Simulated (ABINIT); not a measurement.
MnO2, 6 atoms in the cell. It takes space group P4_2/mnm (No. 136, tetragonal). Conventional cell: a = 4.400 Å, b = 4.400 Å, c = 2.867 Å, α = 90.00°, β = 90.00°, γ = 90.00°. Mn (site symmetry mmm) has 6 O at 1.88 to 1.90 Å as nearest neighbours. Around O (site symmetry m2m) lie 3 Mn at 1.88 to 1.90 Å. The cell is a database's computed one.

- Program: ABINIT 10.8.3 (patched build)
- Task: band structure
- Functional: PBE
- Potentials or basis: JTH PAW PBE v2.0
- Cutoff: 707 eV
- k mesh: 4 × 4 × 5
- Occupations: fermi-dirac, width 0.05 eV
- Spin: collinear spin, ferromagnetic start
- Starting moments: [4.0, 4.0, 0.0, 0.0, 0.0, 0.0] μB
- Fine-grid cutoff: 1306.15 eV

Potentials or basis: JTH PAW PBE v2.0.

The run is started by

```bash
$ abinit run.abi > log 2>&1
```

Hardware: 1 thread of Arm Neoverse V1, with other jobs on the host.

**Question.** How long does it take, and how much memory?

**Answer.** Wall time 5.6 min on 1 thread of Arm Neoverse V1, on a shared host, peak memory 0.28 GiB. Counts: scf iterations 19, mpi ranks 1, k points 18, bands 35, plane waves 2408.
